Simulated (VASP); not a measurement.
PbSe (Clausthalite):

```
Pb Se
1.0
     0.00000    3.06065    3.06065
     3.06065    0.00000    3.06065
     3.06065    3.06065    0.00000
Pb Se
1 1
Direct
  0.00000 0.00000 0.00000
  0.50000 0.50000 0.50000
```

Base run:

```yaml
Program: VASP 6.6.1
Functional: PBE
Potentials_or_basis: VASP PAW PBE potentials, release 64 (Pb_d, Se)
Cutoff: 520 eV
k_mesh: 8 × 8 × 8
Occupations: gaussian, width 0.03 eV
Spin: no spin polarisation
```

Its results: band gap on the k mesh 0.29 eV, direct.

Problem. The run is repeated on the same cell with these changes: functional from PBE to TB-mBJ. What comes out?

Solution. Band gap on the k mesh 0.86 eV, direct.

Caveats: spin-orbit coupling is left out, which as a rule narrows the gap of such compounds by several tenths of an eV.
